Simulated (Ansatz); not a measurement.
Density of states of La

```
CELL_PARAMETERS angstrom
0.00000 3.33867 3.33867
3.33867 0.00000 3.33867
3.33867 3.33867 0.00000
ATOMIC_POSITIONS crystal
La 0.00000 0.00000 0.00000
La 0.25000 0.25000 0.25000
```

The cell was built from the diamond type and relaxed in the same program, and has space group Fd-3m; it needn't be a known or the stable phase.

Spin–orbit coupling is left out, though it moves levels of the heavy atoms by tenths of an eV or more.

The calculation used DFT, PBE, all-electron LAPW, scalar-relativistic (Ansatz 0.2.0).

Settings: a Γ-centred 10×10×10 k mesh, Fermi–Dirac smearing of 0.03 eV, basis error target 1 meV/atom, no spin polarisation.

Q: Which of the resolved shells contributes most within 0.3 eV of the Fermi level?

A: La 5d, with 66 % of all states there; La 4f follows with 25 %.

Q: Where is the centre of the filled La 5d states between -14 eV and the top of the filled states?

A: -1.15 eV from the Fermi level.

Q: Tabulate the density of states.

A: States per eV and cell, averaged over 0.4 eV, from -2.2 to 0.8 eV, with energies (bin centres) from the Fermi level; empty bins are left out. The partial columns, the largest 4 alone, are projections on Löwdin-orthogonalised atomic shells (those that the program's projection atoms carry: the occupied ones and, for some elements, an empty d or f shell; other empty shells have no column), summed over atoms of an element. Weights on diffuse s and p shells depend on that basis and aren't pure angular character.
| E (eV) | total | La 5d | La 4f | La 6s | La 5p |
| --- | --- | --- | --- | --- | --- |
| -2.1 | 1.03 | 0.87 | 0.03 | 0.10 | 0.01 |
| -1.7 | 3.75 | 3.24 | 0.14 | 0.27 | 0.05 |
| -1.3 | 4.54 | 3.44 | 0.25 | 0.66 | 0.12 |
| -0.9 | 1.57 | 1.39 | 0.10 | 0.04 | 0.02 |
| -0.5 | 2.86 | 2.44 | 0.36 | 0.01 | 0.03 |
| -0.1 | 1.52 | 1.10 | 0.34 | 0.04 | 0.01 |
| 0.3 | 4.23 | 2.39 | 1.32 | 0.36 | 0.05 |
| 0.7 | 5.29 | 2.54 | 2.21 | 0.35 | 0.07 |
